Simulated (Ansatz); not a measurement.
# Tl: strong compression

Aim: compress Tl (diamond type) step by step, far beyond the usual range, and follow pressure and electronic structure. Methods of the runs shown: PAW. Its runs: cell relaxed at zero pressure (PAW); volume scaled by 1 (PAW); volume scaled by 0.9 (PAW); volume scaled by 0.8 (PAW and PAW (core large)); volume scaled by 0.7 (PAW); volume scaled by 0.6 (PAW); volume scaled by 0.5 (PAW); volume scaled by 0.4 (PAW and PAW (source ansatz)).

Method: DFT PBE, with the methods named in each step, in Ansatz 0.2.0.

### 1 The structure to begin with

The structure is cubic, space group Fd-3m (No. 227). Conventional cell: a = 6.803 Å, b = 6.803 Å, c = 6.803 Å, α = 90.00°, β = 90.00°, γ = 90.00°. Tl (site symmetry -43m) has 4 Tl at 2.95 Å as nearest neighbours.

Coordinates:

```cif
data_structure
_symmetry_space_group_name_H-M 'Fd-3m:1'
_symmetry_Int_Tables_number 227
_cell_length_a 6.8034
_cell_length_b 6.8034
_cell_length_c 6.8034
_cell_angle_alpha 90.000
_cell_angle_beta 90.000
_cell_angle_gamma 90.000
_cell_volume 314.91
loop_
_atom_site_label
_atom_site_type_symbol
_atom_site_symmetry_multiplicity
_atom_site_Wyckoff_symbol
_atom_site_fract_x
_atom_site_fract_y
_atom_site_fract_z
_atom_site_occupancy
Tl1 Tl 8 b 0.00000 0.50000 0.00000 1
```

The file gives the conventional cell by its symmetry; the runs use the cell typed in the input.

Whether this phase is the stable one at these pressures isn't tested.

Atoms are numbered in the order of the input: Tl1, Tl2.

### 2 Cell relaxed at zero pressure, PAW

The input, input.yaml:

```yaml
crystal:
  lattice:
    - [0.0, 3.4017220227, 3.4017220227]
    - [3.4017220227, 0.0, 3.4017220227]
    - [3.4017220227, 3.4017220227, 0.0]
  atoms:
    - { symbol: Tl, position: [-0.125, -0.125, -0.125] }
    - { symbol: Tl, position: [0.125, 0.125, 0.125] }
kpoints:
  mp_grid: { grid: [10, 10, 10] }
scf:
  occupations: { method: fermi_dirac, width: 0.05 }
hamiltonian:
  xc: pbe
  pseudopotentials: { kind: paw }
output:
  forces: true
  stress: true
relax:
  f_tol: 0.005
  max_steps: 40
  cell: {}
```

Launch:

```bash
> ansatz run input.yaml --threads 1 --pin off --max-ram 2048MiB --backend cpu --events-out ev --progress --plain --runs-dir out
```

Further steps of the session: Volume scaled by 1, PAW; Volume scaled by 0.9, PAW; Volume scaled by 0.8, PAW; Volume scaled by 0.8, PAW (core large); Volume scaled by 0.7, PAW; Volume scaled by 0.6, PAW; Volume scaled by 0.5, PAW; Volume scaled by 0.4, PAW; Volume scaled by 0.4, PAW (source ansatz).

Before running it: what results should come out? Wanted: PAW pressure at 0.4 of the volume; fitted bulk modulus at zero pressure.

As calculated:

```
                                  quantity      value
         PAW pressure at 0.4 of the volume  157.7 GPa
fitted bulk modulus at zero pressure (PAW)   12.1 GPa
                   its pressure derivative       5.88
```

By PAW the pressure climbs to 158 GPa at 0.4 of the first volume. One third-order Birch-Murnaghan curve follows these points (B₀ = 12.1 GPa, B′ = 5.88, misfit at most 0.14 GPa). A fit over so wide a range leans to the high pressures, so B₀ can be off by several per cent. No all-electron run checks these rows here, and frozen cores can fail under such compression. The ions are at rest, and the electrons smeared by 0.05 eV. Spin-orbit coupling is left out, though the cell holds Tl; in elements this heavy it can shift bands and gaps by tenths of an eV.
